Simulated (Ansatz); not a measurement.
Reaction (formal exchange of groups at the Sn–S bond): `[NH2][Sn][SH]` + `CCCSC` → `C[S][Sn][NH2]` + `CCCS`

Calculated with Ansatz (gas phase, PBE0-D4/def2-TZVP geometries, no zero-point term in ΔE). CCSD(T)/CBS is the MP2 limit (def2-TZVPP, def2-QZVPP) plus CCSD(T) − MP2 in def2-TZVPP, frozen cores. DFT in def2-TZVPP. B3LYP here is the variant with VWN-RPA as its local correlation; programs differ in this. def2 core potentials past Kr. For Sn outer-core shells are correlated without core-valence functions, which leaves a few kJ/mol of doubt a bond. Each species was taken in one conformer, which may not be the lowest.

```csv
level,ΔE (kcal/mol)
B3LYP,4.2
HF/def2-QZVPP,4.9
MP2/def2-QZVPP,4.3
CCSD/CBS(def2),4.3
```

(1) What does CCSD(T)/CBS give? (Best estimate.)

Largest T1 diagnostic among the species: 0.016.

Results:

(1) Ansatz gave: +4.1 kcal/mol. The listed levels differ from it by 0.1, 0.8, 0.2, 0.2 kcal/mol.

CCSD(T)/CBS has its own doubt, a few kJ/mol and more with outer-core shells, so smaller differences from it don't rank the levels.
